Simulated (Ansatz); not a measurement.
# Te2Mo (2H (MoS2) bulk type): independent-particle optics

Aim: the dielectric function of Te2Mo (2H (MoS2) bulk type) in the independent-particle picture, and how it depends on the functional and on the gap. Plan: HSE06 for the gap; optics with PBE on 6×6×2; optics with r2SCAN on 6×6×2; optics with PBE and scissors to the HSE06 gap on 6×6×2.

Computed with Ansatz 0.2.0 (plane waves, PAW; no local fields, no excitons, unless a step's input says otherwise).

2 further runs of the same task are left out: 2 that didn't finish.

**1. The system as given**

Symmetry: P6_3/mmc, No. 194, hexagonal system. The conventional cell has a = 3.542 Å, b = 3.542 Å, c = 14.177 Å, α = 90.00°, β = 90.00°, γ = 120.00°. Around Mo (site symmetry -6m2) lie 6 Te at 2.72 Å. Te (site symmetry 3m) has 3 Mo at 2.72 Å as nearest neighbours.

Coordinates:

```
Mo Te
1.0
     3.54213    0.00000    0.00000
    -1.77107    3.06758    0.00000
     0.00000    0.00000   14.17667
Mo Te
2 4
Direct
  0.33333 0.66667 0.25000
  0.66667 0.33333 0.75000
  0.66667 0.33333 0.37658
  0.66667 0.33333 0.12342
  0.33333 0.66667 0.87658
  0.33333 0.66667 0.62342
```

Cell and atoms come from an earlier r2SCAN+rVV10 relaxation. No spin polarisation is used; should the compound be magnetic, its bands and low-energy spectrum would differ. No run includes spin-orbit coupling, which matters for Te.

**2. A hybrid for the gap**

input.yaml reads:

```yaml
crystal:
  lattice:
    - [3.5421311219, 0.0, 0.0]
    - [-1.771065561, 3.0675755351, 0.0]
    - [0.0, 0.0, 14.176671853]
  atoms:
    - { symbol: Mo, position: [0.3333333333, 0.6666666667, 0.25] }
    - { symbol: Mo, position: [0.6666666667, 0.3333333333, 0.75] }
    - { symbol: Te, position: [0.6666666667, 0.3333333333, 0.3765845064] }
    - { symbol: Te, position: [0.6666666667, 0.3333333333, 0.1234154936] }
    - { symbol: Te, position: [0.3333333333, 0.6666666667, 0.8765845064] }
    - { symbol: Te, position: [0.3333333333, 0.6666666667, 0.6234154936] }
kpoints:
  mp_grid: { grid: [6, 6, 2] }
  band_path:
    path:
      - [0.0, 0.0, 0.0]
      - [0.5, 0.0, 0.0]
      - [0.3333333333, 0.3333333333, 0.0]
      - [0.0, 0.0, 0.5]
      - [0.5, 0.0, 0.5]
      - [0.3333333333, 0.3333333333, 0.5]
      - [0.195312, 0.197917, 0.0]
    npoints: 1
hamiltonian:
  xc: hse06
scf:
  occupations: { method: fixed }
  n_extra_bands: 5
output:
  forces: true
  stress: true
  eigenvalues: true
```

Launch:

```
$ ansatz run input.yaml --threads 4 --pin off --max-ram 5529MiB --backend cpu --events-out ev --progress --plain --runs-dir out
```

The program printed, shortened:

```text
Warning: output.stress: scf.convergence.dr2_threshold = 1e-7 eV (the SCF's general default) is looser than the 6e-10 eV advised for a printed stress (1e-10 eV for each atom of the cell: 6). What an SCF threshold leaves in a stress goes as its square root, and in the free energy as the [...]
Warning: output.stress: scf.exx.energy_threshold = 1e-6 eV is looser than the 6e-8 eV advised for a stress under a hybrid functional (1e-8 eV for each atom of the cell: 6). Every SCF of the exchange loop can meet its threshold on dr2 while the loop round them stops early: no threshold on [...]
Warning: RAYON_NUM_THREADS=4 ignored (pool sized by the plan → 4); use --threads N
scf.n_extra_bands = 5 over 46 filled bands (N_el = 92.0): the run solves 51 bands
[...]
Pseudopotentials: kind: paw
Pseudopotential: Mo, paw, valence charge 14, recommended cutoff 420 eV (normal), Mo.paw.azcp
Pseudopotential: Te, paw, valence charge 16, recommended cutoff 420 eV (normal), Te.paw.azcp
Functional definition: HSE06
[...]
NSCF: frozen V_eff on 7 k-points
hybrid SCF converged: 2 outer / 15 inner (+5 warm-up), last move |dexx| = 7.51e-6 eV, tail = 4.74e-8 eV
Stability not checked: this state was not tested for a lower state beside it, because the functional holds exact exchange (a hybrid, or Hartree-Fock), whose exchange loop this test does not read (fock_operator; see scf.lower_state_search)
Free energy (F): -37855.126663 eV
Frozen-core exchange: fock
[...]
E sigma→0 (E₀):  -37855.126663 eV
Fermi energy:    11.663616 eV
[...]
--- Forces (eV/Å), atoms counted from 1 ---
  atom   1  Mo     0.00000000    -0.00000000     0.00000000
  atom   2  Mo    -0.00000000     0.00000000    -0.00000000
  atom   3  Te    -0.00000000     0.00000000    -0.31041672
  atom   4  Te    -0.00000000     0.00000000     0.31041672
  atom   5  Te     0.00000000    -0.00000000    -0.31041672
  atom   6  Te     0.00000000     0.00000000     0.31041672
[...]
--- Stress (GPa, compression-positive) ---
       -1.829772      -0.000000      -0.000000
        0.000000      -1.829772       0.000000
       -0.000000       0.000000      -1.170203
  P = ⅓ Tr σ = -1.6099 GPa (-16.099 kbar)
--- Band table (eV; the first three rows and the last of 14) ---
[...]
```

It took 2.4 min on 4 threads of Arm Neoverse V1, shared host; peak memory 3.1 GiB.

HSE06 puts the least direct gap over the mesh and the named points at 1.409 eV, and the least gap at 1.186 eV.

**3. Optics, PBE**

input.yaml, as its differences from that of step 2:

```diff
@@ -14,20 +14,15 @@
   mp_grid: { grid: [6, 6, 2] }
-  band_path:
-    path:
-      - [0.0, 0.0, 0.0]
-      - [0.5, 0.0, 0.0]
-      - [0.3333333333, 0.3333333333, 0.0]
-      - [0.0, 0.0, 0.5]
-      - [0.5, 0.0, 0.5]
-      - [0.3333333333, 0.3333333333, 0.5]
-      - [0.195312, 0.197917, 0.0]
-    npoints: 1
 hamiltonian:
-  xc: hse06
+  xc: pbe
 scf:
   occupations: { method: fixed }
-  n_extra_bands: 5
 output:
-  forces: true
-  stress: true
-  eigenvalues: true
+  optics:
+    e_range: [0, 12]
+    de: 0.05
+    sigma: 0.1
+    bands: { spectra_wanted_up_to: 12 }
+  write_density: true
+  write_potential: true
+  elf: true
+  volumetric_format: npy
```

Launch:

```
$ ansatz run input.yaml --threads 4 --pin off --max-ram 5529MiB --backend cpu --events-out ev --progress --plain --runs-dir out
```

The program printed:

```text
Warning: RAYON_NUM_THREADS=4 ignored (pool sized by the plan → 4); use --threads N
Engine: ansatz 0.2.0, aarch64-unknown-linux-gnu
Pseudopotentials: kind: paw
Pseudopotential: Mo, paw, valence charge 14, recommended cutoff 420 eV (normal), Mo.paw.azcp
Pseudopotential: Te, paw, valence charge 16, recommended cutoff 420 eV (normal), Te.paw.azcp
Functional definition: PBE
  parameter kappa = 0.804
  parameter beta = 0.06672455060314922
  exchange = pbe_x(kappa = kappa, mu = beta*pi^2/3)
  correlation = pbe_c(beta = beta)
Crystal: 6 atoms, lattice volume = 154.040 Å³
Basis set: ecut = 420 eV, 2981 PW (Γ)
Bands: 56, of which v1, the nominal top of the filled ones, is band 46 counted from 1 (45 counted from 0)
Symmetry: 24 space group operations
Space group: P63/mmc (ITA 194), of the structure as read, at distance tolerance 5.4e-5 Å
k-points: 14 of 72
Non-local potential: Mo, projectors of the file, l = 0: 3, l = 1: 2, l = 2: 2, l = 3: 1
Non-local potential: Te, projectors of the file, l = 0: 2, l = 1: 2, l = 2: 2, l = 3: 2
PAW form: soft (Blöchl's): semilocal exchange-correlation on the pseudo side does not see the compensation charge
PAW one-centre angular grid: Mo, 590 points (default); XC on 64 Gauss nodes
PAW one-centre angular grid: Te, 590 points (default); XC on 64 Gauss nodes
Initial density: superposition of atomic densities (neutral atoms: chi_scale 0, normalization atom), corrected by the library's trained network
Initial wavefunctions: pseudopotential atomic-orbital guess
Functional: x = pbe(κ = 0.804, μ = 0.2195149727645171), c = pbe(β = 0.06672455060314922)
SCF iter   1: F=—  HF=-37833.423435 eV  |F-HF|=—  |Δ(HF+E_count)|=         —  Δρ=4.13e-3  dr2=7.72e-3  ethr=1.77e-3  ⟨swp⟩=5.0  Hψ=2460  notcnv=0  defer=95
preconditioner: auto → Resta (q_TF=auto, 2.504 Å⁻¹)  ε∞=6.9  [insulator: Δε(μ)=0.888 eV  Ē_g=7.414 eV  n_scr=52 (ndim 8)  ℏωp=18.0 eV  f_vac=0.026  ε∞_Penn≈6.9]
SCF iter   2: F=—  HF=-37833.431783 eV  |F-HF|=—  |Δ(HF+E_count)|=   8.35e-3  Δρ=2.42e-3  dr2=2.76e-3  ethr=8.39e-6  ⟨swp⟩=2.2  Hψ=1195  notcnv=0  defer=111
SCF iter   3: F=—  HF=-37833.436176 eV  |F-HF|=—  |Δ(HF+E_count)|=   4.39e-3  Δρ=5.18e-4  dr2=1.21e-3  ethr=3.00e-6  ⟨swp⟩=2.0  Hψ=1027  notcnv=0  defer=110
SCF iter   4: F=—  HF=-37833.436078 eV  |F-HF|=—  |Δ(HF+E_count)|=   9.77e-5  Δρ=1.30e-4  dr2=2.10e-5  ethr=1.32e-6  ⟨swp⟩=2.0  Hψ=806  notcnv=0  defer=107
SCF iter   5: F=—  HF=-37833.436117 eV  |F-HF|=—  |Δ(HF+E_count)|=   3.89e-5  Δρ=6.68e-5  dr2=6.72e-6  ethr=2.29e-8  ⟨swp⟩=2.0  Hψ=974  notcnv=0  defer=71
SCF iter   6: F=—  HF=-37833.436137 eV  |F-HF|=—  |Δ(HF+E_count)|=   1.95e-5  Δρ=1.44e-5  dr2=3.68e-7  ethr=7.31e-9  ⟨swp⟩=2.0  Hψ=996  notcnv=0  defer=54
SCF iter   7: F=—  HF=-37833.436137 eV  |F-HF|=—  |Δ(HF+E_count)|=   5.07e-7  Δρ=4.32e-6  dr2=3.72e-8  ethr=4.00e-10  ⟨swp⟩=2.0  Hψ=977  notcnv=0  defer=54
SCF iter   8: F=—  HF=-37833.436137 eV  |F-HF|=—  |Δ(HF+E_count)|=   2.93e-8  Δρ=1.09e-6  dr2=3.45e-9  ethr=4.05e-11  ⟨swp⟩=2.8  Hψ=1252  notcnv=0  defer=55
SCF iter   9: F=—  HF=-37833.436137 eV  |F-HF|=—  |Δ(HF+E_count)|=   1.48e-9  Δρ=3.78e-7  dr2=6.76e-10  ethr=3.75e-12  ⟨swp⟩=2.0  Hψ=973  notcnv=0  defer=55
SCF iter  10: F=—  HF=-37833.436137 eV  |F-HF|=—  |Δ(HF+E_count)|=  5.82e-11  Δρ=8.30e-8  dr2=2.68e-11  ethr=1.00e-12  ⟨swp⟩=2.0  Hψ=918  notcnv=0  defer=55
SCF iter  11: F=-37833.436137 eV  HF=-37833.436137 eV  |F-HF|=0.00e0  |Δ(HF+E_count)|=  1.46e-11  Δρ=2.21e-8  dr2=7.25e-13  ethr=1.00e-12  ⟨swp⟩=11.1  Hψ=2932  notcnv=0
SCF 1 converged in 11 iterations: F = -37833.436137 eV  dr2 = 7.25e-13
NSCF: frozen V_eff on 14 k-points
Optics k sum: 0 of 14 k-points
[...]
output.optics: what the bands over the 90 summed would add to eps1, eps2 and the energy-loss function is held between a lower and an upper bound (9 Lanczos steps). eps1, eps2 and their loss function (loss_summed_bands) are given on every row as the summed bands alone make them. Along an axis, on a row where the two bounds hold the loss function to about 1 % of the greater of itself and 0.5 % of |1/eps|, its cell (loss_completed) is given, with the completed eps1 and eps2 that it is formed of (a cell that is left empty reads nan in the table and null in the record). The two bounds hold it so along every axis on all 241 rows up to 12.000 eV. The run works to bound the rows up to 12.000 eV and no higher ones: a peak of the loss function over that energy may be left empty with no warning. To have the run work for it, set output.optics.bands.spectra_wanted_up_to to a higher energy. perfect_screening_sum, loss_f_sum_n_eff and, beside carriers, perfect_screening_limit are those of loss_summed_bands: over the bounded function the two sums would run over rows that are not all bounded, and lack what the bands left out lay past the top of the energy grid. Bounded is said of the bands left out alone, which are those that the basis at basis.ecutwfc holds: it says nothing of that cutoff, of the k-point mesh, of what the sum inside its cells errs by (eps2_relative_error), of the factors of all_electron_strengths, nor of how far the SCF is converged. The bands left out are taken at the k-points, and what their mean over the points' cells stands off that by is in neither bound: the run's estimate of it, which the test of a row counts in, is 0.22 % of |eps| at the most among the values given; where the mean stood off by over 0.5 % the points' spread read 0.1 to 3 times that
SCF converged after 11 iterations
Free energy (F): -37833.436137 eV
Harris-Foulkes:  -37833.436137 eV  (|F-HF|=0.00e0)
Internal energy: -37833.436137 eV  (E = F + TS)
E sigma→0 (E₀):  -37833.436137 eV
Fermi energy:    11.981232 eV
--- Per-component energies (eV) ---
  E_band       = -1186.636025
  E_kinetic    = 1608.320744
  E_local      = -7744.372541  (includes V_loc(G=0)·N_el)
  E_nonlocal   = -952.653748
  E_hartree    = 4294.458430
  E_xc         = -865.412139
  E_vxc        = -876.443723  (∫ρ·V_xc dr)
  E_paw        = -25053.927096  (= ΣΔE_a)
  E_vpaw       = -1810.403031  (= ΣTr[D̂ρ^β])
  E_aug_tail   = -0.000580  (compensation charges beyond the density's cutoff)
  E_ewald      = -9119.849207
  E_smearing   = -0.000000  (= −TS)
  E_closure    = -0.000000  (closes the sum)
  Σ components = -37833.436137   (vs F -37833.436137, Δ=0.00e0)
--- Band table (eV; the first three rows and the last of 14) ---
  k-point 0: bands = ["-48.8328", "-48.8328", "-24.6959", "-24.6959", "-24.6957", "-24.6957", "-24.6842", "-24.6842", "-24.6840", "-24.6840", "-24.6305", "-24.6305", "-24.6295", "-24.6295", "-24.6195", "-24.6195", "-24.6186", "-24.6186", "-24.6083", "-24.6072", "-24.5988", "-24.5978", "-22.9863", "-22.9862", "-22.8532", "-22.8532", "-22.8532", "-22.8532", "-0.9290", "-0.6715", "-0.0441", "0.3662", "6.2537", "7.3886", "9.0674", "10.1364", "10.1364", "10.1491", "10.1491", "10.9174", "10.9174", "10.9461", "10.9461", "11.0295", "11.5771", "11.9812", "14.8505", "14.8505", "14.9563", "14.9563", "15.0902", "15.0902", "15.2962", "15.2962", "17.5415", "18.0581"]
  k-point 1: bands = ["-48.8328", "-48.8328", "-24.6958", "-24.6958", "-24.6958", "-24.6958", "-24.6841", "-24.6841", "-24.6841", "-24.6841", "-24.6300", "-24.6300", "-24.6300", "-24.6300", "-24.6191", "-24.6191", "-24.6191", "-24.6191", "-24.6078", "-24.6078", "-24.5983", "-24.5983", "-22.9862", "-22.9862", "-22.8532", "-22.8532", "-22.8532", "-22.8532", "-0.8247", "-0.8247", "0.1830", "0.1830", "6.7028", "6.7028", "10.0437", "10.0437", "10.1427", "10.1427", "10.1427", "10.1427", "10.9318", "10.9318", "10.9318", "10.9318", "11.8847", "11.8847", "14.8846", "14.8846", "14.8846", "14.8846", "15.2117", "15.2117", "15.2117", "15.2117", "17.8917", "17.8917"]
  k-point 2: bands = ["-48.8308", "-48.8308", "-24.6932", "-24.6930", "-24.6904", "-24.6902", "-24.6885", "-24.6883", "-24.6793", "-24.6792", "-24.6326", "-24.6315", "-24.6314", "-24.6307", "-24.6260", "-24.6252", "-24.6201", "-24.6190", "-24.6060", "-24.6053", "-24.5961", "-24.5951", "-22.9695", "-22.9695", "-22.8865", "-22.8865", "-22.8593", "-22.8592", "-0.5549", "-0.3035", "0.2280", "0.6067", "6.6592", "7.7626", "8.8314", "9.3288", "9.3922", "9.8940", "10.4266", "10.4598", "10.4664", "10.5145", "10.7680", "11.0709", "11.5619", "11.6761", "13.7691", "14.0199", "14.0785", "14.2791", "14.3728", "14.6441", "15.0377", "15.3056", "18.2953", "19.0233"]
  k-point 13: bands = ["-48.8234", "-48.8234", "-24.6998", "-24.6998", "-24.6787", "-24.6787", "-24.6730", "-24.6730", "-24.6726", "-24.6726", "-24.6491", "-24.6491", "-24.6370", "-24.6370", "-24.6245", "-24.6245", "-24.6244", "-24.6244", "-24.6012", "-24.6012", "-24.5866", "-24.5866", "-22.9626", "-22.9626", "-22.9199", "-22.9199", "-22.9120", "-22.9120", "1.4655", "1.4655", "1.6996", "1.6996", "7.2870", "7.2870", "7.4267", "7.4267", "8.0248", "8.0248", "8.4858", "8.4858", "9.2305", "9.2305", "10.0570", "10.0570", "11.7938", "11.7938", "12.9128", "12.9128", "13.6733", "13.6733", "14.3387", "14.3387", "15.6120", "15.6120", "16.9347", "16.9347"]
```

It took 73 s on 4 threads of Arm Neoverse V1, shared host; peak memory 1.4 GiB.

From the head of optics.tsv:

```
# eps_inf(xx yy zz) = 20.682146 20.682146 13.219067
# eps_inf_bands = all
# eps_inf_summed_bands(xx yy zz) = 20.547811 20.547811 13.089756
# eps_inf_completed(xx yy zz) = 20.682146 20.682146 13.219067
# eps2_relative_error = 0.0013
# eps_inf_relative_error = 0.0039
# f_sum_n_eff(xx yy zz) = 50.079157 50.079157 50.674214 of n_electrons = 92.000000
# n_bands = 90
# n_bands_set_by = photon_energy
# valid_up_to_ev = 16.163479
# least_direct_gap_ev = 1.000229e0 at k(fractional) = 0.333333 0.333333 0.000000, k_point = 12, channel = 0, bands = 45 46 (counted from 0)
```

The dielectric function from optics.tsv (yy equals xx), one row in 6 (narrow peaks fall between the rows):

```tsv
E (eV)	ε₂ xx	ε₂ zz	ε₁ xx	ε₁ zz
0.75	0.00	0.00	23.60	13.81
1.05	3.53	0.00	29.97	14.73
1.35	11.15	0.36	29.20	16.82
1.65	22.84	3.64	25.55	20.21
1.95	15.94	10.16	15.75	17.86
2.25	19.23	7.68	15.52	12.01
2.55	24.64	6.61	13.67	12.78
2.85	22.31	7.25	5.78	15.00
3.15	19.88	11.51	8.05	15.52
3.45	19.36	10.27	1.80	14.89
3.75	18.26	19.09	-2.32	19.76
4.05	14.28	25.80	-2.50	2.69
4.35	14.96	14.22	-0.89	0.05
4.65	14.32	19.10	-3.15	0.75
4.95	11.47	11.72	-6.45	-5.99
5.25	8.23	6.37	-7.66	-2.15
5.55	5.12	6.48	-5.69	1.52
5.85	3.38	8.03	-4.10	2.89
6.15	3.20	10.63	-2.51	2.71
6.45	2.87	10.43	-1.84	-1.45
6.75	2.40	8.52	-0.44	-0.78
7.05	2.92	8.87	0.33	-0.95
7.35	3.08	9.09	1.49	-2.02
7.65	4.91	7.83	2.41	-2.88
7.95	6.69	5.65	1.40	-2.98
8.25	6.65	5.56	0.19	-0.98
8.55	6.98	7.51	-1.57	-2.44
8.85	5.87	6.60	-1.95	-3.31
9.15	5.00	6.00	-2.85	-4.06
9.45	4.58	4.37	-2.65	-4.85
9.75	3.70	2.84	-3.28	-4.42
10.05	2.60	2.18	-2.74	-3.29
10.35	2.45	1.87	-2.16	-2.56
10.65	2.44	2.05	-1.78	-2.07
10.95	2.32	1.98	-1.79	-1.85
11.25	2.20	2.04	-1.78	-1.65
11.55	1.94	2.12	-1.57	-0.98
11.85	2.06	3.18	-1.46	-2.52
```

Tallest peaks of ε₂ (mean of the periodic axes): 18.6 at 2.55 eV, 18.9 at 3.25 eV, 19.7 at 3.95 eV.

(Part 1 of 3 ends here.)
